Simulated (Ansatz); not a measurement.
**Relaxing Cd3S**

These are results of DFT r2SCAN, scalar-relativistic, plane waves, PAW (Ansatz 0.2.0), not measurements. Cutoff 500 eV, Γ-centred k mesh, Gaussian smearing, no spin polarisation in the final step.

Cd3S was placed on the A15 structure type (Pm-3n, No. 223), with S in place of Si, Cd in place of Cr, at a guessed volume.

```
Cd S
1.0
     5.76878    0.00000    0.00000
     0.00000    5.76878    0.00000
     0.00000    0.00000    5.76878
Cd S
6 2
Cartesian
  0.0000 2.8844 1.4422
  0.0000 2.8844 4.3266
  1.4422 0.0000 2.8844
  4.3266 0.0000 2.8844
  2.8844 4.3266 0.0000
  2.8844 1.4422 0.0000
  0.0000 0.0000 0.0000
  2.8844 2.8844 2.8844
```

Cell and atoms relax at zero pressure; the relaxation can't lower the symmetry of the start.

The zero of energy is the elements' standard structures at the same level; no fitted shifts are applied.

(1) What does it relax into?

(2) What are its volume, energy, density and gap?

## Answers

(1) It keeps Pm-3n (No. 223). The result has the A15 structure. Conventional cell: a = 5.631 Å. Cd is coordinated by 2 Cd at 2.82 Å, 4 S at 3.15 Å and 8 Cd at 3.45 Å; around S lie 12 Cd at 3.15 Å.

```
Cd S
1.0
     5.63076    0.00000    0.00000
     0.00000    5.63076    0.00000
     0.00000    0.00000    5.63076
Cd S
6 2
Cartesian
  0.0000 2.8154 1.4077
  0.0000 2.8154 4.2231
  1.4077 0.0000 2.8154
  4.2231 0.0000 2.8154
  2.8154 4.2231 0.0000
  2.8154 1.4077 0.0000
  0.0000 0.0000 0.0000
  2.8154 2.8154 2.8154
```

(2) The volume per atom is 22.32 Å³, the density is 6.87 g/cm³ and the energy over the elements is 0.14 eV/atom. The gap on the 6×6×6 mesh is 0 eV (a metal).

The final run used a 6×6×6 mesh on its 8-atom cell and 0.10 eV smearing. The k mesh leaves about 4 meV/atom of noise in metals. A structure relaxed within its symmetry needn't be a true minimum. The steps took about 6 core-minutes in all.